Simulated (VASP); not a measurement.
# MgO (P6_3mc) in VASP: single point with LDA

Aim: the single point of MgO with LDA.

Everything below comes from runs of VASP 6.6.1. Logs are shortened: lines on timing, memory, paths and dates and some standing lists are left out, and cuts for length are marked.

## Step 1: The undisturbed crystal

Symmetry: P6_3mc, No. 186, hexagonal system. Conventional cell: a = 3.308 Å, b = 3.308 Å, c = 4.983 Å, α = 90.00°, β = 90.00°, γ = 120.00°. Mg (site symmetry 3m) is surrounded by 4 O at 1.97 to 1.99 Å. Around O (site symmetry 3m) lie 4 Mg at 1.97 to 1.99 Å.

Measurements of this composition are mostly on another form, of space group No. 225.

## Step 2: Single point, LDA (the database cell kept)

INCAR

```
SYSTEM = MgO
ALGO = Normal
EDIFF = 1E-6
ENCUT = 520
ISIF = 2
ISMEAR = 0
LASPH = .True.
LCHARG = .False.
LREAL = .False.
LWAVE = .False.
NBANDS = 16
NELM = 100
PREC = Accurate
SIGMA = 0.02
```

KPOINTS

```
k-points
0
Gamma
  9 9 6
  0 0 0
```

POSCAR

```
MgO
1.0
    3.3077869879     -0.0000000029      0.0000000000
   -1.6538934914      2.8646275633      0.0000000000
    0.0000000000      0.0000000000      4.9828816700
Mg O
2 2
Direct
    0.3333333333      0.6666666667      0.0027909705
    0.6666666667      0.3333333333      0.5027909705
    0.3333333333      0.6666666667      0.4018090295
    0.6666666667      0.3333333333      0.9018090295
```

Potentials or basis: VASP PAW LDA potentials, release 64 (Mg, O).

On the command line:

```
$ cat potpaw_LDA.64/Mg/POTCAR potpaw_LDA.64/O/POTCAR > POTCAR
$ mpirun -np 1 vasp_std > vasp.out
```

OUTCAR:

```text
SYSTEM = MgO
   EDIFF = 1E-6
   ENCUT = 520
   ISIF = 2
   ISMEAR = 0
   LASPH = .True.
   LREAL = .False.
   NELM = 100
   PREC = Accurate

 ion  position               nearest neighbor table
   1  0.333  0.667  0.003-   4 1.97   4 1.97   4 1.97   3 1.99   2 3.14   2 3.14   2 3.14   2 3.14
                             2 3.14   2 3.14
   2  0.667  0.333  0.503-   3 1.97   3 1.97   3 1.97   4 1.99   1 3.14   1 3.14   1 3.14   1 3.14
                             1 3.14   1 3.14
   3  0.333  0.667  0.402-   2 1.97   2 1.97   2 1.97   1 1.99
   4  0.667  0.333  0.902-   1 1.97   1 1.97   1 1.97   2 1.99

  LATTYP: Found a hexagonal cell.
 ALAT       =     3.3077869879
 C/A-ratio  =     1.5064094781

  Lattice vectors:

 A1 = (   3.3077869879,  -0.0000000029,   0.0000000000)
 A2 = (  -1.6538934914,   2.8646275633,   0.0000000000)
 A3 = (   0.0000000000,   0.0000000000,   4.9828816700)

Analysis of symmetry for initial positions (statically):
=====================================================================
 Subroutine PRICEL returns:
 Original cell was already a primitive cell.

 Routine SETGRP: Setting up the symmetry group for a
 hexagonal supercell.

 Subroutine GETGRP returns: Found 12 space group operations
 (whereof  6 operations were pure point group operations)
 out of a pool of 24 trial point group operations.

The static configuration has the point symmetry C_3v.
 The point group associated with its full space group is C_6v.

Analysis of symmetry for dynamics (positions and initial velocities):
=====================================================================
 Subroutine PRICEL returns:
 Original cell was already a primitive cell.

 Routine SETGRP: Setting up the symmetry group for a
 hexagonal supercell.

 Subroutine GETGRP returns: Found 12 space group operations
 (whereof  6 operations were pure point group operations)
 out of a pool of 24 trial point group operations.

The dynamic configuration has the point symmetry C_3v.
 The point group associated with its full space group is C_6v.

 Subroutine INISYM returns: Found 12 space group operations
 (whereof  6 operations are pure point group operations),
 and found     1 'primitive' translations

----------------------------------------------------------------------------------------

                                     Primitive cell

  volume of cell :      47.2157

  direct lattice vectors                    reciprocal lattice vectors
     3.307786988 -0.000000003  0.000000000     0.302316928  0.174542759  0.000000000
    -1.653893491  2.864627563  0.000000000     0.000000000  0.349085519  0.000000000
     0.000000000  0.000000000  4.982881670     0.000000000  0.000000000  0.200687086

  length of vectors
     3.307786988  3.307786988  4.982881670     0.349085519  0.349085519  0.200687086

  position of ions in fractional coordinates (direct lattice)
     0.333333333  0.666666667  0.002790971
     0.666666667  0.333333333  0.502790971
     0.333333333  0.666666667  0.401809030
     0.666666667  0.333333333  0.901809030

  ion indices of the primitive-cell ions
   primitive index   ion index
                 1           1
                 2           2
                 3           3
                 4           4

----------------------------------------------------------------------------------------

 KPOINTS: k-points

Automatic generation of k-mesh.
 Grid dimensions read from file:
 generate k-points for:    9    9    6

 Generating k-lattice:

  Cartesian coordinates                     Fractional coordinates (reciprocal lattice)
     0.033590770  0.019393640  0.000000000     0.111111111  0.000000000  0.000000000
     0.000000000  0.038787280  0.000000000     0.000000000  0.111111111  0.000000000
     0.000000000  0.000000000  0.033447848     0.000000000  0.000000000  0.166666667

  Length of vectors
     0.038787280  0.038787280  0.033447848

  Shift w.r.t. Gamma in fractional coordinates (k-lattice)
     0.000000000  0.000000000  0.000000000

 Subroutine IBZKPT returns following result:
 ===========================================

 Found     48 irreducible k-points:

 Following reciprocal coordinates:
            Coordinates               Weight
  0.000000  0.000000  0.000000      1.000000
  0.111111  0.000000  0.000000      6.000000
  0.222222  0.000000  0.000000      6.000000
  0.333333  0.000000  0.000000      6.000000
  0.444444  0.000000  0.000000      6.000000
  0.111111  0.111111  0.000000      6.000000
[... 16 lines left out ...]
  0.333333  0.222222  0.166667     24.000000
  0.333333  0.333333  0.166667      4.000000
 [... further k-points ...]
   k-points           NKPTS =     48   k-points in BZ     NKDIM =     48   number of bands    NBANDS=     16
   number of dos      NEDOS =    301   number of ions     NIONS =      4
   total plane-waves  NPLWV =  31360
   dimension x,y,z NGX =    28 NGY =   28 NGZ =   40
   dimension x,y,z NGXF=    56 NGYF=   56 NGZF=   80
   ions per type =               2   2
   NGX,Y,Z   is equivalent  to a cutoff of  14.07, 14.07, 13.35 a.u.
   NGXF,Y,Z  is equivalent  to a cutoff of  28.15, 28.15, 26.69 a.u.
 SYSTEM =  MgO
   PREC   = accura    normal or accurate (medium, high low for compatibility)
   ISTART =      0    job   : 0-new  1-cont  2-samecut
   ICHARG =      2    charge: 1-file 2-atom 10-const
   ISPIN  =      1    spin polarized calculation?
   LNONCOLLINEAR =      F non collinear calculations
   LSORBIT =      F    spin-orbit coupling
   LASPH  =      T    aspherical Exc in radial PAW
   ENCUT  =  520.0 eV  38.22 Ry    6.18 a.u.   6.15  6.15  9.26*2*pi/ulx,y,z
   NELM   =    100;   NELMIN=  2; NELMDL= -5     # of ELM steps
   EDIFF  = 0.1E-05   stopping-criterion for ELM
   LREAL  =      F    real-space projection
   EDIFFG = 0.1E-04   stopping-criterion for IOM
   NSW    =      0    number of steps for IOM
   IBRION =     -1    ionic relax: 0-MD 1-quasi-New 2-CG
   NFREE  =      0    steps in history (QN), initial steepest desc. (CG)
   ISIF   =      2    stress and relaxation
   ISYM   =      2    0-nonsym 1-usesym 2-fastsym
   POTIM  = 0.5000    time-step for ionic-motion
   TEBEG  =    0.0;   TEEND  =   0.0 temperature during run
   PSTRESS=    0.0 pullay stress
   NELECT =      16.0000    total number of electrons
   NUPDOWN=      -1.0000    fix difference up-down
   EMIN   =  10.00;   EMAX   =-10.00  energy-range for DOS
   EFERMI =   0.00;   METHOD = LEGACY
   ISMEAR =     0;   SIGMA  =   0.02  broadening in eV -4-tet -1-fermi 0-gaus
   EFERMI_NEDOS =   21; number of points for ismear=-14 and -15
   IALGO  =     38    algorithm
   IMIX   =      4    mixing-type and parameters
     AMIX     =   0.40;   BMIX     =  1.00
     AMIX_MAG =   1.60;   BMIX_MAG =  1.00
  volume/ion in A,a.u.               =      11.80        79.66
  Fermi-wavevector in a.u.,A,eV,Ry     =   1.141351  2.156842 17.724080  1.302683
  Thomas-Fermi vector in A             =   2.278052
   LORBIT       =      0    0 simple, 1 ext, 2 COOP (PROOUT), +10 PAW based schemes
   GGA     = CA    functional components
   LHFCALC =     F    Hartree Fock is set to
   AEXX    =    0.0000 exact exchange contribution
   IVDW    =     0    specifies the selected vdW correction
   LEPSILON=     F    determine dielectric tensor
   LRPA    =     F    only Hartree local field effects (RPA)
 non-spin polarized calculation
 Gauss-broadening in eV      SIGMA  =   0.02
  energy-cutoff  :      520.00
  volume of cell :       47.22
 maximum number of plane-waves:      1303
 NGX is ok and might be reduce to    28
   NGX = 13   NGY = 13   NGZ = 19

 number of electron      15.9999996 magnetization

 Free energy of the ion-electron system (eV)
  ---------------------------------------------------
  ext. energy  EPLUGINS =         0.00000000
  ---------------------------------------------------
  free energy    TOTEN  =       -26.22872162 eV

  energy without entropy =      -26.22872162  energy(sigma->0) =      -26.22872162

 E-fermi :   0.9942     XC(G=0): -10.2703

 val. band max:        0.8147907838   @ k =   0.0000   0.0000   0.0000
 cond. band min:       4.1815052061   @ k =   0.0000   0.0000   0.0000
 fundamental gap:      3.3667144223
 Fermi energy:         0.9941838482

 k-point     1 :       0.0000    0.0000    0.0000
  band No.  band energies     occupation
      1     -15.1584      2.00000
      2     -14.2988      2.00000
      3      -2.5281      2.00000
      4       0.0279      2.00000
      5       0.0279      2.00000
      6       0.3751      2.00000
[... 8 lines left out ...]
     15      16.9596      0.00000
     16      16.9596      0.00000

 k-point     2 :       0.1111    0.0000    0.0000
  band No.  band energies     occupation
      1     -15.0936      2.00000
      2     -14.2774      2.00000
      3      -2.4072      2.00000
      4      -0.2813      2.00000
      5      -0.0557      2.00000
      6      -0.0013      2.00000
[... 8 lines left out ...]
     15      16.6737      0.00000
     16      16.9438      0.00000

 k-point     3 :       0.2222    0.0000    0.0000
  band No.  band energies     occupation
      1     -14.9193      2.00000
      2     -14.2297      2.00000
      3      -2.0662      2.00000
      4      -1.0909      2.00000
      5      -0.5704      2.00000
      6      -0.2319      2.00000
[... 8 lines left out ...]
     15      15.5897      0.00000
     16      15.9636      0.00000

 k-point     4 :       0.3333    0.0000    0.0000
  band No.  band energies     occupation
      1     -14.6925      2.00000
      2     -14.1954      2.00000
      3      -1.8700      2.00000
      4      -1.5606      2.00000
      5      -1.0702      2.00000
      6      -0.4016      2.00000
[... 8 lines left out ...]
     15      14.9395      0.00000
     16      16.1203      0.00000

 k-point     5 :       0.4444    0.0000    0.0000
  band No.  band energies     occupation
      1     -14.5067      2.00000
      2     -14.2055      2.00000
      3      -2.2982      2.00000
      4      -1.3871      2.00000
      5      -1.0667      2.00000
      6      -0.5021      2.00000
[... 8 lines left out ...]
     15      14.6630      0.00000
     16      16.4384      0.00000

 k-point     6 :       0.1111    0.1111    0.0000
  band No.  band energies     occupation
      1     -14.9740      2.00000
      2     -14.2429      2.00000
      3      -2.1758      2.00000
      4      -0.7571      2.00000
      5      -0.5955      2.00000
      6      -0.0530      2.00000
[... 8 lines left out ...]
     15      15.6484      0.00000
     16      16.2493      0.00000
[... 267 lines left out ...]
 k-point    21 :       0.4444    0.1111    0.1667
  band No.  band energies     occupation
      1     -14.4313      2.00000
      2     -14.2297      2.00000
      3      -2.3454      2.00000
      4      -1.6098      2.00000
      5      -0.8882      2.00000
      6      -0.4639      2.00000
[... 8 lines left out ...]
     15      14.4110      0.00000
     16      16.4687      0.00000

 k-point    22 :       0.2222    0.2222    0.1667
  band No.  band energies     occupation
      1     -14.5529      2.00000
      2     -14.2161      2.00000
      3      -1.8844      2.00000
      4      -1.7391      2.00000
      5      -0.7298      2.00000
      6      -0.6919      2.00000
[... 8 lines left out ...]
     15      14.4092      0.00000
     16      16.9486      0.00000

 k-point    23 :       0.3333    0.2222    0.1667
  band No.  band energies     occupation
      1     -14.3986      2.00000
      2     -14.2332      2.00000
      3      -2.0902      2.00000
      4      -1.5551      2.00000
      5      -1.1213      2.00000
      6      -0.4624      2.00000
[... 8 lines left out ...]
     15      14.1553      0.00000
     16      16.9402      0.00000

 k-point    24 :       0.3333    0.3333    0.1667
  band No.  band energies     occupation
      1     -14.2922      2.00000
      2     -14.2922      2.00000
      3      -1.9340      2.00000
      4      -1.4379      2.00000
      5      -1.4379      2.00000
      6      -0.6258      2.00000
[... 8 lines left out ...]
     15      14.0445      0.00000
     16      17.7970      0.00000

 [... further k-points ...]
[... 5 lines left out ...]
  --------------------------------------------------------------------------------------
  -------------------------------------------------------------------------------------
  Total       -1.7056073     -1.7056073     -1.3132834     -0.0000000      0.0000000      0.0000000
  in kB      -57.8766462    -57.8766462    -44.5638551     -0.0000000      0.0000000      0.0000000
  external PRESSURE =     -53.4390492 kB  Pullay stress =       0.0000000 kB

 VOLUME and BASIS-vectors are now :
 -----------------------------------------------------------------------------
  energy-cutoff  :      520.00
  volume of cell :       47.22
      direct lattice vectors                 reciprocal lattice vectors
     3.307786988 -0.000000003  0.000000000     0.302316928  0.174542759  0.000000000
    -1.653893491  2.864627563  0.000000000     0.000000000  0.349085519  0.000000000
     0.000000000  0.000000000  4.982881670     0.000000000  0.000000000  0.200687086

 POSITION                                       TOTAL-FORCE (eV/Angst)
 -----------------------------------------------------------------------------------
      0.00000      1.90975      0.01391        -0.000000     -0.000000      0.007593
      1.65389      0.95488      2.50535        -0.000000     -0.000000      0.007593
      0.00000      1.90975      2.00217        -0.000000      0.000000     -0.007593
      1.65389      0.95488      4.49361         0.000000     -0.000000     -0.007593
 -----------------------------------------------------------------------------------
    total drift:                               -0.000000     -0.000000      0.001482

  FREE ENERGIE OF THE ION-ELECTRON SYSTEM (eV)
  ---------------------------------------------------
  free  energy   TOTEN  =       -26.2287216161 eV

  energy  without entropy=      -26.2287216161  energy(sigma->0) =      -26.22872162
```

It took 27 s on 1 thread of Intel Xeon Platinum 8488C (Sapphire Rapids), shared host; peak memory 0.17 GiB.

What came out:

```
Free energy            : -26.2287 eV
Pressure               : -5.3 GPa
Largest force          : 0.008 eV/Å
Band gap on the k mesh : 3.37 eV, direct
```

Forces in eV/Å, atoms in the order of the input:
```
Mg   0.000  0.000  0.008
Mg   0.000  0.000  0.008
O    0.000  0.000 -0.008
O    0.000  0.000 -0.008
```

Caveat: an odd mesh through Γ misses points on the zone boundary, where band edges often lie.
